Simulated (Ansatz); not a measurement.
# BAs (F-43m) in Ansatz: equation of state

How stiff is BAs in PBEsol, and what volume does it want? The cell is scaled to several volumes.

Program: Ansatz 0.2.0. These are calculated values, not measurements. Logs are shortened: lines on timing, memory, paths and dates and some standing lists are left out, and cuts for length are marked.

**Measured values to compare with.**

“Basic Physical Properties of Cubic Boron Arsenide”, 2019, arxiv:1911.11281 quotes, for a bulk crystal of BAs: bulk modulus 148 GPa.

How close the calculation comes is told below.

## 1. The crystal as given

Symmetry: F-43m, No. 216, cubic system. Conventional cell: a = 4.777 Å, b = 4.777 Å, c = 4.777 Å, α = 90.00°, β = 90.00°, γ = 90.00°. Around As (site symmetry -43m) lie 4 B at 2.07 Å. B (site symmetry -43m) is surrounded by 4 As at 2.07 Å.

## 2. Equation of state, PBEsol

Potentials or basis: all-electron LAPW, scalar-relativistic.

No new run: the results of the series are fitted here.

What came out:

* Equilibrium volume: 13.54 Å³/atom
* Bulk modulus: 140 GPa
* Pressure derivative of the bulk modulus: 4.1

Energy against volume, from the lowest point:
```
volume (Å³/atom)  energy (meV/atom)
          12.809              19.04
          13.081               7.16
          13.354               0.99
          13.626               0.00
          13.899               3.67
          14.171              11.55
          14.444              23.22
```

## 3. How close it comes

Step 2. Measured bulk modulus of BAs: 148 GPa (quoted in “Basic Physical Properties of Cubic Boron Arsenide”, 2019, arxiv:1911.11281). This calculation gives 140 GPa (-5.2 %). The fit is for a static lattice scaled at fixed shape and fixed fractional positions.
